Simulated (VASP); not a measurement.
Wanted: the native input for a VASP 6.6.1 run.

| Item | Value |
| --- | --- |
| Task | single point |
| Functional | PBE |
| Potentials or basis | VASP PAW PBE potentials, release 64 (Si) |
| Cutoff | 520 eV |
| k mesh | 8 × 8 × 8 |
| Occupations | gaussian, width 0.03 eV |
| Spin | no spin polarisation |
| Further INCAR settings | ALGO = Normal; EDIFF = 1e-06 |

The structure of Si lies in POSCAR:

```
Si
1.0
    0.0000000000      2.7218511865      2.7218511865
    2.7218511865      0.0000000000      2.7218511865
    2.7218511865      2.7218511865      0.0000000000
Si
2
Direct
    0.5000000000      0.5000000000      0.5000000000
    0.7500000000      0.7500000000      0.7500000000
```

These files were run (other wordings do the same):

INCAR

```
PREC     = Accurate       # precision mode
ENCUT    = 520            # plane-wave cutoff, eV
EDIFF    = 1E-6           # SCF threshold, eV
ISMEAR   = 0              # smearing method
SIGMA    = 0.03           # smearing width, eV
LREAL    = False          # projectors in reciprocal space
LASPH    = True           # aspherical terms in the spheres
NELM     = 100            # most SCF steps
ALGO     = Normal         # electronic algorithm
ISIF     = 2              # what is computed and relaxed
LWAVE    = False          # write WAVECAR
LCHARG   = False          # write CHGCAR
GGA      = PE             # functional
```

KPOINTS

```
regular mesh
0
Gamma
  8 8 8
```

Potentials or basis: VASP PAW PBE potentials, release 64 (Si).

Command:

```sh
$ cat potpaw_PBE.64/Si/POTCAR > POTCAR
$ mpirun -np 1 vasp_std > vasp.out
```

It gave:

The pressure is 1.3 GPa and the band gap on the k mesh is 0.63 eV, indirect (least direct gap 2.56 eV).

Wall time 20 s on 1 thread of AMD EPYC 7571, on a shared host, peak memory 0.12 GiB.
